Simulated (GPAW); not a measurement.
Input of a GPAW 26.7.0 run:

File run.py:

```python
from ase.dft.bandgap import bandgap
from ase.io import read, write
from ase.units import GPa
from gpaw import GPAW, PW

atoms = read('POSCAR')

calc = GPAW(mode=PW(600),
            xc='PBE',
            kpts={'size': (8, 8, 8), 'gamma': True},
            occupations={'name': 'fermi-dirac', 'width': 0.05},
            nbands=18,
            convergence={'density': 1e-05, 'energy': 1e-05},
            maxiter=150,
            txt='gpaw.txt')
atoms.calc = calc
energy = atoms.get_potential_energy()
forces = atoms.get_forces()
stress = atoms.get_stress()
calc.write('gs.gpw')
write('result.traj', atoms)
print(f'Energy: {energy:.6f} eV')
print('Forces (eV/A):')
print(forces.round(4))
print('Stress (GPa):', (stress / GPa).round(3))
print('Fermi level:', round(calc.get_fermi_level(), 4), 'eV')
print(f'Gap: {bandgap(calc)[0]:.4f} eV, direct: {bandgap(calc, direct=True)[0]:.4f} eV')
```

Contents of POSCAR:

```
CdSe
1.0
    0.0000000000      2.8739580000      2.8739580000
    2.8739580000      0.0000000000      2.8739580000
    2.8739580000      2.8739580000      0.0000000000
Cd Se
1 1
Direct
   -0.0135430000      0.0021770000      0.0121660000
    0.4927270000      0.5082720000      0.4844830000
```

Potentials or basis: GPAW PAW data sets (gpaw-data 1.2.1), pw.

Launch:

```sh
$ OMP_NUM_THREADS=1 python run.py
```

Predict the largest force.

0.092 eV/Å.

Predict the band gap on the k mesh.

none (metal or under the smearing width).

Estimate the pressure.

-0.3 GPa.

Stress tensor (GPa, compression positive):
```
-0.27 -0.03  0.02
-0.03 -0.28  0.02
 0.02  0.02 -0.46
```
